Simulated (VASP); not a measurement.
# ZnS (F-43m) in VASP: notebook, part 2 of 2

VASP 6.6.1.

### Step 3. Relaxation of the atoms, LDA (a relaxed cell with its volume scaled by 0.98)

File INCAR:

```
PREC = Accurate
ENCUT = 600
EDIFF = 1E-7
ISMEAR = 0
SIGMA = 0.03
LREAL = False
LASPH = True
NELM = 80
ALGO = Fast
ISIF = 2
LWAVE = False
LCHARG = False
IBRION = 2
NSW = 40
EDIFFG = -0.01
```

File KPOINTS:

```
Automatic mesh
0
Gamma
  10 10 10
```

File POSCAR:

```
ZnS                                     
1.0
    0.0000000000      2.6332881852      2.6332881852
    2.6332881852      0.0000000000      2.6332881852
    2.6332881852      2.6332881852      0.0000000000
  Zn              S             
     1     1
Direct
     0.2500000000000000    0.2500000000000000    0.2500000000000000
     0.0000000000000000    0.0000000000000000    0.0000000000000000
```

Potentials or basis: VASP PAW LDA potentials, release 64 (Zn, S).

Started as:

```
cat potpaw_LDA.64/Zn/POTCAR potpaw_LDA.64/S/POTCAR > POTCAR
mpirun -np 1 vasp_std > vasp.out
```

OUTCAR:

```text
PREC = Accurate
   ENCUT = 600
   EDIFF = 1E-7
   ISMEAR = 0
   LREAL = False
   LASPH = True
   NELM = 80
   ISIF = 2
   IBRION = 2
   NSW = 40
   EDIFFG = -0.01

 ion  position               nearest neighbor table
   1  0.250  0.250  0.250-   2 2.28   2 2.28   2 2.28   2 2.28
   2  0.000  0.000  0.000-   1 2.28   1 2.28   1 2.28   1 2.28

  LATTYP: Found a face centered cubic cell.
 ALAT       =     5.2665763704

  Lattice vectors:

[... 576 lines left out ...]

  FORCE on cell =-STRESS in cart. coord.  units (eV):
  Direction    XX          YY          ZZ          XY          YZ          ZX
  --------------------------------------------------------------------------------------
  -------------------------------------------------------------------------------------
  Total        0.4347991      0.4347991      0.4347991      0.0000000      0.0000000      0.0000000
  in kB       19.0754174     19.0754174     19.0754174      0.0000000      0.0000000      0.0000000
  external PRESSURE =      19.0754174 kB  Pullay stress =       0.0000000 kB

 VOLUME and BASIS-vectors are now :
 -----------------------------------------------------------------------------
  energy-cutoff  :      600.00
  volume of cell :       36.52
      direct lattice vectors                 reciprocal lattice vectors
     0.000000000  2.633288185  2.633288185    -0.189876673  0.189876673  0.189876673
     2.633288185  0.000000000  2.633288185     0.189876673 -0.189876673  0.189876673
     2.633288185  2.633288185  0.000000000     0.189876673  0.189876673 -0.189876673

 POSITION                                       TOTAL-FORCE (eV/Angst)
 -----------------------------------------------------------------------------------
      1.31664      1.31664      1.31664         0.000000     -0.000000      0.000000
      0.00000      0.00000      0.00000        -0.000000      0.000000     -0.000000
 -----------------------------------------------------------------------------------
    total drift:                                0.000000      0.000000      0.000000

  FREE ENERGIE OF THE ION-ELECTRON SYSTEM (eV)
  ---------------------------------------------------
  free  energy   TOTEN  =        -8.2039091820 eV

  energy  without entropy=       -8.2039091820  energy(sigma->0) =       -8.20390918

 reached required accuracy - stopping structural energy minimisation
```

CONTCAR:

```text
ZnS
   1.00000000000000
     0.0000000000000000    2.6332881852000001    2.6332881852000001
     2.6332881852000001    0.0000000000000000    2.6332881852000001
     2.6332881852000001    2.6332881852000001    0.0000000000000000
  Zn              S
     1     1
Direct
     0.2500000000000000    0.2500000000000000    0.2500000000000000
     0.0000000000000000    0.0000000000000000    0.0000000000000000

  0.00000000E+00  0.00000000E+00  0.00000000E+00
  0.00000000E+00  0.00000000E+00  0.00000000E+00
```

Run time: 23 s. Hardware: 1 thread of Intel Xeon 6975P-C (Granite Rapids), shared host; peak memory 0.16 GiB.

Results:

- Free energy: -8.2039 eV
- Pressure after relaxing: 1.9 GPa
- Band gap on the k mesh: 2.24 eV, direct

Final structure:
```
CELL_PARAMETERS angstrom
0.00000 2.63329 2.63329
2.63329 0.00000 2.63329
2.63329 2.63329 0.00000
ATOMIC_POSITIONS crystal
Zn 0.25000 0.25000 0.25000
S 0.00000 0.00000 0.00000
```

Caveat: the relaxation stopped at its first step, so nothing moved.

### Step 4. Relaxation of the atoms, LDA

INCAR is that of step 3.

KPOINTS is that of step 3.

File POSCAR:

```
ZnS                                     
1.0
    0.0000000000      2.6510812127      2.6510812127
    2.6510812127      0.0000000000      2.6510812127
    2.6510812127      2.6510812127      0.0000000000
  Zn              S             
     1     1
Direct
     0.2500000000000000    0.2500000000000000    0.2500000000000000
     0.0000000000000000    0.0000000000000000    0.0000000000000000
```

Started as:

```
cat potpaw_LDA.64/Zn/POTCAR potpaw_LDA.64/S/POTCAR > POTCAR
mpirun -np 1 vasp_std > vasp.out
```

Run time: 25 s. Hardware: 1 thread of Intel Xeon 6975P-C (Granite Rapids), shared host; peak memory 0.16 GiB.

The run converged. Its results:

```yaml
Free_energy: -8.2082 eV
Pressure_after_relaxing: 0.1 GPa
Band_gap_on_the_k_mesh: 2.15 eV, direct
```

Final structure:
```
Zn S
1.0
     0.00000    2.65108    2.65108
     2.65108    0.00000    2.65108
     2.65108    2.65108    0.00000
Zn S
1 1
Direct
  0.25000 0.25000 0.25000
  0.00000 0.00000 0.00000
```

Levels at points of the mesh, in eV from the valence-band top:
```
           k point  band 6  band 7  band 8  band 9  band 10  band 11  band 12  band 13
(0.00, 0.00, 0.00)   -6.19    0.00    0.00    0.00     2.15     6.21     6.21     6.21
(0.50, 0.00, 0.00)   -5.97   -5.76   -0.96   -0.96     3.23     6.76     6.76     8.84
(0.50, 0.50, 0.00)   -5.95   -4.90   -2.46   -2.46     3.06     3.89    11.14    12.18
```

Caveat: the relaxation stopped at its first step, so nothing moved.

### Step 5. Relaxation of the atoms, LDA (a relaxed cell with its volume scaled by 1.02)

INCAR is that of step 4.

KPOINTS is that of step 4.

File POSCAR:

```
ZnS                                     
1.0
    0.0000000000      2.6686385536      2.6686385536
    2.6686385536      0.0000000000      2.6686385536
    2.6686385536      2.6686385536      0.0000000000
  Zn              S             
     1     1
Direct
     0.2500000000000000    0.2500000000000000    0.2500000000000000
     0.0000000000000000    0.0000000000000000    0.0000000000000000
```

Started as:

```
cat potpaw_LDA.64/Zn/POTCAR potpaw_LDA.64/S/POTCAR > POTCAR
mpirun -np 1 vasp_std > vasp.out
```

It took 22 s on 1 thread of Intel Xeon 6975P-C (Granite Rapids), shared host; peak memory 0.16 GiB.

The run converged. Its results:

| Property | Result |
| --- | --- |
| Free energy | -8.2044 eV |
| Pressure after relaxing | -1.6 GPa |
| Band gap on the k mesh | 2.06 eV, direct |

Final structure:
```
Zn S
1.0
     0.00000    2.66864    2.66864
     2.66864    0.00000    2.66864
     2.66864    2.66864    0.00000
Zn S
1 1
Direct
  0.25000 0.25000 0.25000
  0.00000 0.00000 0.00000
```

Levels at points of the mesh, in eV from the valence-band top:
```tsv
k point	band 6	band 7	band 8	band 9	band 10	band 11	band 12	band 13
(0.00, 0.00, 0.00)	-6.13	0.00	0.00	0.00	2.06	6.23	6.23	6.23
(0.50, 0.00, 0.00)	-5.91	-5.63	-0.93	-0.93	3.19	6.77	6.77	8.77
(0.50, 0.50, 0.00)	-5.89	-4.81	-2.39	-2.39	3.11	3.90	10.99	12.04
```

Caveat: the relaxation stopped at its first step, so nothing moved.

### Step 6. Overview

```csv
cell,gap on the mesh (eV),pressure (GPa)
atoms relaxed from: a relaxed cell with its volume scaled by 0.96,2.34,3.9
atoms relaxed from: a relaxed cell with its volume scaled by 0.98,2.24,1.9
atoms relaxed,2.15,0.1
atoms relaxed from: a relaxed cell with its volume scaled by 1.02,2.06,-1.6
```

Alike in all rows: task relaxation of the atoms; level LDA; potentials or basis VASP PAW LDA potentials, release 64 (Zn, S); no spin polarisation; k mesh 10 × 10 × 10; cutoff (eV) 600; smearing gaussian 0.03 eV.

Caveats: the relaxation stopped at its first step, so nothing moved.

Absolute energies hang on the potentials; compare differences alone.

### Step 7. Against experiment

Step 4. A measured gap of ZnS is 3.85 eV (direct; 19 K; quoted in “Electronic, vibrational, and thermodynamic properties of ZnS (zincblende and rocksalt structure)”, 2009, arxiv:0911.5022); the calculated 2.15 eV misses it by -1.70 eV. The value is that of LDA, without temperature or zero-point motion. Semilocal functionals fall short of measured gaps as a rule.
